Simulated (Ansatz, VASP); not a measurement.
# Cross-check of Al2O3 (Corundum) between VASP and Ansatz, part 3 of 3

Aim: how closely do two programs agree when they are given the same cell, functional and k mesh? The cell is taken from a series of runs on this material, whose earlier steps may have relaxed, scaled, displaced or heated it; both programs get it as it stands.

VASP 6.6.1 and Ansatz 0.2.0.

So far: The structure; VASP: zone-centre phonons, LDA.

## Step 3: Ansatz: zone-centre phonons, LDA

Level of this step: Ansatz beside VASP: Kohn-Sham DFT, plane waves, LDA (Ansatz).

Ansatz runs on its default PAW (the set named soft_2) files.

The same cell, functional (in two slightly different forms) and mesh now go to Ansatz, which takes its cutoff from its data sets.

input.yaml

```yaml
crystal:
  lattice:
    - [2.3802500188, 1.3742379891, 4.331867]
    - [-2.3802500188, 1.3742379891, 4.331867]
    - [0.0, -2.7484759782, 4.331867]
  atoms:
    - { symbol: Al, position: [0.3520371643, 0.3520371643, 0.3520371643] }
    - { symbol: Al, position: [0.1479628357, 0.1479628357, 0.1479628357] }
    - { symbol: Al, position: [0.6479628357, 0.6479628357, 0.6479628357] }
    - { symbol: Al, position: [0.8520371643, 0.8520371643, 0.8520371643] }
    - { symbol: O, position: [0.5556425398, 0.9443574602, 0.25] }
    - { symbol: O, position: [0.25, 0.5556425398, 0.9443574602] }
    - { symbol: O, position: [0.9443574602, 0.25, 0.5556425398] }
    - { symbol: O, position: [0.4443574602, 0.0556425398, 0.75] }
    - { symbol: O, position: [0.75, 0.4443574602, 0.0556425398] }
    - { symbol: O, position: [0.0556425398, 0.75, 0.4443574602] }
kpoints:
  mp_grid: { grid: [6, 6, 6] }
hamiltonian:
  xc: lda
scf:
  occupations: { method: fixed }
output:
  eigenvalues: true
phonons:
  method: dfpt
  dielectric: true
  rigid_motions: translations
```

Run with:

```
$ ansatz run input.yaml --threads 4 --pin off --max-ram 16384MiB --backend cpu --events-out ev --progress --plain --runs-dir out
```

Numbers of over 12 decimals in the logs are rounded to 6 here.

The log of the run:

```text
Engine: ansatz 0.2.0, aarch64-unknown-linux-gnu
Pseudopotentials: kind: paw
Pseudopotential: Al, paw, valence charge 3, recommended cutoff 420 eV (normal), Al.paw.azcp
Pseudopotential: O, paw, valence charge 6, recommended cutoff 420 eV (normal), O.paw.azcp
Functional definition: SPW92
  exchange = slater_x
  correlation = pw_c
Crystal: 10 atoms, lattice volume = 85.018 Å³
Basis set: ecut = 420 eV, 1653 PW (Γ), exchange–correlation on 72×72×72 points (8 copies of the dense FFT grid, shifted against one another)
Bands: 34, of which v1, the nominal top of the filled ones, is band 24 counted from 1 (23 counted from 0)
Symmetry: 12 space group operations
k-points: 112 of 216 (irreducible under 1 space group operation, time reversal used)
Non-local potential: Al, projectors of the file, l = 0: 2, l = 1: 2, l = 2: 1
Non-local potential: O, projectors of the file, l = 0: 2, l = 1: 2, l = 2: 1
PAW form: soft (Blöchl's): semilocal exchange-correlation on the pseudo side does not see the compensation charge
PAW frozen core: Al, regenerated for the run's functional, and the local potential with it (the file was generated under x = pbe(κ = 0.804, μ = 0.219515), c = pbe(β = 0.066725))
PAW frozen core: O, regenerated for the run's functional, and the local potential with it (the file was generated under x = pbe(κ = 0.804, μ = 0.219515), c = pbe(β = 0.066725))
PAW one-centre angular grid: Al, 110 points (default); XC on 64 Gauss nodes
PAW one-centre angular grid: O, 110 points (default); XC on 64 Gauss nodes
Initial density: superposition of atomic densities (neutral atoms: chi_scale 0, normalization atom), corrected by the library's trained network
Initial wavefunctions: pseudopotential atomic-orbital guess
Functional: x = slater, c = lda
SCF iter   1: F=—  HF=-5399.894861 eV  |F-HF|=—  |Δ(HF+E_count)|=         —  Δρ=1.72e-2  dr2=2.18e-1  ethr=1.77e-3  ⟨swp⟩=5.2  Hψ=15399  notcnv=0  defer=840
preconditioner: auto → Resta (q_TF=auto, 2.480 Å⁻¹)  ε∞=3.6  [insulator: Δε(μ)=6.036 eV  Ē_g=17.233 eV  n_scr=20 (ndim 8)  ℏωp=27.9 eV  f_vac=0.000  ε∞_Penn≈3.6]
SCF iter   2: F=—  HF=-5399.829009 eV  |F-HF|=—  |Δ(HF+E_count)|=   6.59e-2  Δρ=3.97e-3  dr2=5.31e-3  ethr=4.54e-4  ⟨swp⟩=2.6  Hψ=6988  notcnv=0  defer=881
SCF iter   3: F=—  HF=-5399.827499 eV  |F-HF|=—  |Δ(HF+E_count)|=   1.51e-3  Δρ=1.95e-3  dr2=1.65e-3  ethr=1.11e-5  ⟨swp⟩=2.1  Hψ=4070  notcnv=0  defer=896
SCF iter   4: F=—  HF=-5399.826881 eV  |F-HF|=—  |Δ(HF+E_count)|=   6.18e-4  Δρ=1.28e-4  dr2=8.68e-6  ethr=3.44e-6  ⟨swp⟩=3.0  Hψ=5636  notcnv=0  defer=896
SCF iter   5: F=—  HF=-5399.826881 eV  |F-HF|=—  |Δ(HF+E_count)|=   2.58e-7  Δρ=1.72e-5  dr2=1.88e-7  ethr=1.81e-8  ⟨swp⟩=2.1  Hψ=5814  notcnv=0  defer=621
SCF iter   6: F=—  HF=-5399.826881 eV  |F-HF|=—  |Δ(HF+E_count)|=   9.24e-7  Δρ=2.31e-6  dr2=4.53e-9  ethr=3.91e-10  ⟨swp⟩=2.7  Hψ=6261  notcnv=0  defer=554
SCF iter   7: F=—  HF=-5399.826881 eV  |F-HF|=—  |Δ(HF+E_count)|=   1.25e-9  Δρ=4.77e-7  dr2=1.98e-10  ethr=9.43e-12  ⟨swp⟩=2.1  Hψ=5601  notcnv=0  defer=554
SCF iter   8: F=-5399.826881 eV  HF=-5399.826881 eV  |F-HF|=0.00e0  |Δ(HF+E_count)|=    0.00e0  Δρ=6.88e-8  dr2=2.80e-12  ethr=1.00e-12  ⟨swp⟩=15.1  Hψ=26093  notcnv=0
SCF 1 converged in 8 iterations: F = -5399.826881 eV  dr2 = 2.80e-12
  greatest PAW one-centre occupation: 0.853 electrons in one spin orbital (limit 2), on the O atom at site 9 (counted from 0), in its partial waves of l = 0
NSCF: frozen V_eff on 6 k-points
DFPT response loops at Γ: preconditioner auto → none (the input reference at scf.mixing.eps_inf says where Resta's filter doesn't serve); β = 0.50; Broyden in place of MSR1
SCF converged after 8 iterations
Free energy (F): -5399.826881 eV
Harris-Foulkes:  -5399.826881 eV  (|F-HF|=0.00e0)
Internal energy: -5399.826881 eV  (E = F + TS)
E sigma→0 (E₀):  -5399.826881 eV
Fermi energy:    7.374445 eV
--- Per-component energies (eV) ---
  E_band       = 52.307789
  E_kinetic    = 1175.946249
  E_local      = -1979.791280  (includes V_loc(G=0)·N_el)
  E_nonlocal   = 338.466209
  E_hartree    = 725.569938
  E_xc         = -603.934494
  E_vxc        = -691.839608  (∫ρ·V_xc dr)
  E_paw        = -2660.229712  (= ΣΔE_a)
  E_vpaw       = -241.629117  (= ΣTr[D̂ρ^β])
  E_aug_tail   = 0.015430  (compensation charges beyond the density's cutoff)
  E_ewald      = -2396.673615
  E_core_change = 0.804395  (= ΣΔE_core)
  E_smearing   = -0.000000  (= −TS)
  E_closure    = -0.000000  (closes the sum)
  Σ components = -5399.826881   (vs F -5399.826881, Δ=0.00e0)
--- Band table (eV; the first three rows and the last of 112) ---
  k-point 0: bands = [... 20 lower, 6.8889, 7.3555, 7.3555, 7.3744, 13.5537, 16.3493, 17.9245, 18.7533, ... 6 higher]
  k-point 1: bands = [... 20 lower, 6.6925, 7.0411, 7.3148, 7.3301, 14.1732, 16.8494, 17.5205, 18.3331, ... 6 higher]
  k-point 2: bands = [... 20 lower, 6.5315, 6.8368, 7.1624, 7.1973, 15.4580, 17.0199, 17.3183, 17.7488, ... 6 higher]
  k-point 111: bands = [... 20 lower, 7.0158, 7.0158, 7.0158, 7.0158, 15.9374, 15.9374, 18.2398, 18.2398, ... 6 higher]
--- Phonons (Γ-DFPT): 5 representative perturbations + reference, on 112 of 216 k-points (Σ response iterations 17) ---
  k mesh reduced under 1 symmetry operation, with k and −k counted as one. Each operation leaves every solved perturbation unchanged. A smaller set is not considered because the run solves the response to a homogeneous field
  ASR residual: 2.557e-5 → 0.000e0 eV/Å²; symmetrization residual: 1.224e-5 eV/Å²
  ASR residual per site (eV/Å²): 2.46e-6 2.46e-6 2.46e-6 2.46e-6 2.56e-5 2.56e-5 2.56e-5 2.56e-5 2.56e-5 2.56e-5
  Γ frequencies (cm⁻¹): 0.00 0.00 0.00 297.20 365.95 365.95 374.28 374.28 386.20 406.52 418.62 418.62 425.45 425.45 434.77 434.77 514.26 550.42 550.42 560.42 560.42 560.73 588.39 610.92 610.92 621.56 674.10 723.71 723.71 728.14
  ε∞ (high-frequency dielectric tensor):
        3.268711    -0.000000     0.000000
        0.000000     3.268711     0.000000
        0.000000    -0.000000     3.231743
  ε⁰ (static dielectric tensor: ions relaxed, cell fixed):
        9.832577    -0.000000     0.000000
       -0.000000     9.832577     0.000000
        0.000000     0.000000    11.918188
  ε⁰ − ε∞ (ionic part):
        6.563866    -0.000000     0.000000
       -0.000000     6.563866     0.000000
        0.000000     0.000000     8.686445
  softest optical mode at Γ: 297.20 cm⁻¹; the repairs (sum rule, projections) moved no ω² at Γ by more than (2.60 cm⁻¹)²
  Born effective charges Z* (e; rows j = field, columns β = displacement):
    site 0:
         2.97675   -0.02855    0.00000
         0.02855    2.97675   -0.00000
         0.00000   -0.00000    2.94584
    site 1:
         2.97675    0.02855    0.00000
        -0.02855    2.97675   -0.00000
         0.00000   -0.00000    2.94584
    site 2:
         2.97675   -0.02855    0.00000
         0.02855    2.97675   -0.00000
         0.00000   -0.00000    2.94584
    site 3:
         2.97675    0.02855    0.00000
        -0.02855    2.97675   -0.00000
         0.00000   -0.00000    2.94584
    site 4:
        -2.08472   -0.00000   -0.00000
         0.00000   -1.88428    0.26727
        -0.00000    0.36058   -1.96389
    site 5:
[...]
site 6:
[...]
site 7:
[...]
site 8:
[...]
site 9:
[...]
Z* charge neutrality: 2.182e-5 e pre-enforcement
  k-mesh period / interband length: 28.6 Å / 1.25 Å = 22.82 at k = (0.0000, 0.0000, 0.0000), direct gap 6.179 eV — 14 or more, which is no proof of convergence
  optical modes at Γ without the LO–TO term, one row a degenerate level:
      ω (cm⁻¹)  modes    IR ((D/Å)²/amu)
[...]
optical modes at Γ + LO–TO along q̂ = [1.0000, 0.0000, 0.0000]:
      ω (cm⁻¹)  modes    IR ((D/Å)²/amu)
[...]
optical modes at Γ + LO–TO along q̂ = [0.0000, 1.0000, 0.0000]:
      ω (cm⁻¹)  modes    IR ((D/Å)²/amu)
[...]
optical modes at Γ + LO–TO along q̂ = [0.0000, 0.0000, 1.0000]:
      ω (cm⁻¹)  modes    IR ((D/Å)²/amu)
[...]
560.42      2             0.0000
        588.39      1             0.0000
        610.92      2             6.1368
        621.56      1             0.0000
        674.10      1             0.0000
        723.71      2             0.0000
        728.14      1             0.0000
        849.89      1            62.3694
```

In the SCF lines HF is the Harris–Foulkes energy and dr2 the Hartree energy of the density residual, in eV; the loop may stop once dr2 is under the threshold and the program's other checks hold. Hψ counts applications of the Hamiltonian.

## Step 4: Comparison

Known differences besides the potentials themselves: the two LDA forms differ slightly; fixed occupations in Ansatz, narrow Gaussian smearing in VASP; the cutoff is 420 eV in Ansatz and 600 eV in VASP; VASP's log shows a relativistic correction to its local exchange, Ansatz's none. Total energies have different zeros and are not compared.

The two programs side by side:

| quantity | Ansatz | VASP | difference |
| --- | --- | --- | --- |
| ε∞ xx | 3.27 | 3.25 | +0.48 % |
| ε∞ yy | 3.27 | 3.25 | +0.48 % |
| ε∞ zz | 3.23 | 3.22 | +0.50 % |
| Born charge of Al1 (mean of the diagonal) (e) | 2.97 | 2.94 | +0.02 |
| Born charge of O5 (mean of the diagonal) (e) | -1.98 | -1.96 | -0.02 |
| optical mode 1 (cm⁻¹) | 297.2 | 302.5 | -1.77 % |
| optical mode 2 to 3 (cm⁻¹) | 365.9 | 367.8 | -0.50 % |
| optical mode 4 to 5 (cm⁻¹) | 374.3 | 378.0 | -0.98 % |
| optical mode 6 (cm⁻¹) | 386.2 | 389.4 | -0.82 % |
| optical mode 7 (cm⁻¹) | 406.5 | 410.6 | -0.98 % |
| optical mode 8 to 9 (cm⁻¹) | 418.6 | 423.8 | -1.23 % |
| optical mode 10 to 11 (cm⁻¹) | 425.4 | 430.1 | -1.08 % |
| optical mode 12 to 13 (cm⁻¹) | 434.8 | 438.3 | -0.80 % |
| optical mode 14 (cm⁻¹) | 514.3 | 516.9 | -0.52 % |
| optical mode 15 to 16 (cm⁻¹) | 550.4 | 559.4 | -1.60 % |
| optical mode 17 to 18 (cm⁻¹) | 560.4 | 564.4 | -0.70 % |
| optical mode 19 (cm⁻¹) | 560.7 | 570.5 | -1.72 % |
| optical mode 20 (cm⁻¹) | 588.4 | 590.2 | -0.30 % |
| optical mode 21 to 22 (cm⁻¹) | 610.9 | 617.9 | -1.13 % |
| optical mode 23 (cm⁻¹) | 621.6 | 628.1 | -1.05 % |
| optical mode 24 (cm⁻¹) | 674.1 | 677.3 | -0.47 % |
| optical mode 25 to 26 (cm⁻¹) | 723.7 | 732.5 | -1.20 % |
| optical mode 27 (cm⁻¹) | 728.1 | 733.1 | -0.68 % |

Modes are paired by rising frequency, not by their patterns, so a pair may set unlike modes beside each other; they are those without the splitting of longitudinal modes.

## Step 5: Outcome

| Item | Value |
| --- | --- |
| r.m.s. difference of the optical zone-centre modes, each program's sorted by frequency (zone-centre phonons, LDA) | 5.6 cm⁻¹ |
| difference in optical mode 1 (zone-centre phonons, LDA) | -1.8 % |

**Reading.** The r.m.s. difference of the optical zone-centre modes, each program's sorted by frequency is 5.6 cm⁻¹ (zone-centre phonons, LDA). Among the rows given in per cent, the largest difference of the zone-centre phonons, LDA pair is in optical mode 1, -1.8 %. Such differences can come from data sets, numerical settings and the points named under the comparisons, not from the functional's error against experiment.

[Lines on the potential files, build, host, timing and source positions are cut from VASP's logs without a mark.]

[Logs are printed without paths, hosts, clocks, repeated set-up lines and the standing remarks that a program may print on its own settings, such as how far it seeks lower states.]

[Hosts, paths, dates, database ids (printed as entryN), source tags and the programs' standing remarks are cut or masked in the printed files.]
